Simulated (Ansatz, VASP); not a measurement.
One calculation of SnSe, two programs

```
Sn Se
1.0
     3.66536    0.00000    0.00000
     0.00000    3.66536    0.00000
     0.00000    0.00000    3.66536
Sn Se
1 1
Direct
  0.00000 0.00000 0.00000
  0.50000 0.50000 0.50000
```

The cell was built by a generator and needn't be a form met in nature.

Alike in both runs: task single point; functional HSE06; k mesh 4 × 4 × 4; occupations fermi-dirac, width 0.02 eV; no spin polarisation.

```csv
,VASP,Ansatz
version,VASP 6.6.1,Ansatz 0.2.0
potentials or method,"VASP PAW PBE potentials, release 64 (Sn_d, Se)","plane waves, PAW"
plane-wave cutoff (eV),520,420
valence electrons in the cell,20,30
```

```tsv
	VASP	Ansatz	Ansatz less VASP
pressure (GPa)	0.1	0.2	+0.08
```

The functional is the same, so the differences come from potentials, cutoffs and numerics. The two sets of potentials don't hold the same shells in valence. Ansatz warned: «filled_band_counts_differ_across_k_points».

Caveats: the k mesh is coarse (spacing up to 0.43 Å⁻¹), so the values aren't converged, least of all with exact exchange; the PAW data sets were made with another functional, which shifts forces and pressure a little (VASP).
